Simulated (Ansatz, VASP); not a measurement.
**Sr: VASP beside Ansatz**

```
Sr
1.0
    -2.32918    2.32918    2.32918
     2.32918   -2.32918    2.32918
     2.32918    2.32918   -2.32918
Sr
1
Direct
  0.00000 0.00000 0.00000
```

Alike in both runs: functional PBEsol; k mesh 12 × 12 × 12; occupations gaussian, width 0.1 eV; no spin polarisation.

Ansatz relaxed the structure, and its values are those at the end. VASP's run is a single point on that final structure, the one shown.

|  | VASP | Ansatz |
| --- | --- | --- |
| version | VASP 6.6.1 | Ansatz 0.2.0 |
| potentials or method | VASP PAW PBE potentials, release 64 (Sr_sv) | scalar-relativistic, plane waves, PAW |
| plane-wave cutoff (eV) | 520 | 420 |
| valence electrons in the cell | 10 | 10 |

```tsv
	VASP	Ansatz	Ansatz less VASP
gap on the k mesh at the Fermi level (eV)	none	none	-
pressure (GPa)	0.1	0.1	-0.01
```

A gap of «none» marks a metal or a gap that the smearing closes.

Caveats: the PAW data sets were made with another functional, which shifts forces and pressure a little (VASP).
